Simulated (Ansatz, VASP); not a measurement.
HfH2 in VASP and in Ansatz

```
Hf H
1.0
    -1.73246    1.73246    2.15357
     1.73246   -1.73246    2.15357
     1.73246    1.73246   -2.15357
Hf H
1 2
Direct
  0.00000 0.00000 0.00000
  0.75000 0.25000 0.50000
  0.25000 0.75000 0.50000
```

Alike in both runs: functional r2SCAN; k mesh 16 × 16 × 16; occupations gaussian, width 0.1 eV; no spin polarisation.

Ansatz relaxed the structure, and its values are those at the end. VASP's run is a single point on that final structure, the one shown.

|  | VASP | Ansatz |
| --- | --- | --- |
| version | VASP 6.6.1 | Ansatz 0.2.0 |
| potentials or method | VASP PAW PBE potentials, release 64 (Hf_pv, H) | scalar-relativistic, plane waves, PAW |
| plane-wave cutoff (eV) | 520 | 500 |
| valence electrons in the cell | 12 | 28 |

|  | VASP | Ansatz | Ansatz less VASP |
| --- | --- | --- | --- |
| gap on the k mesh at the Fermi level (eV) | none | none | - |
| pressure (GPa) | -1.1 | 0.0 | +1.06 |

A gap of «none» marks a metal or a gap that the smearing closes. The functional is the same, so the differences come from potentials, cutoffs and numerics. The two sets of potentials don't hold the same shells in valence.

Caveats: the PAW data sets were made with another functional, which shifts forces and pressure a little (VASP). Spin-orbit coupling is left out, which matters for the levels of Hf.
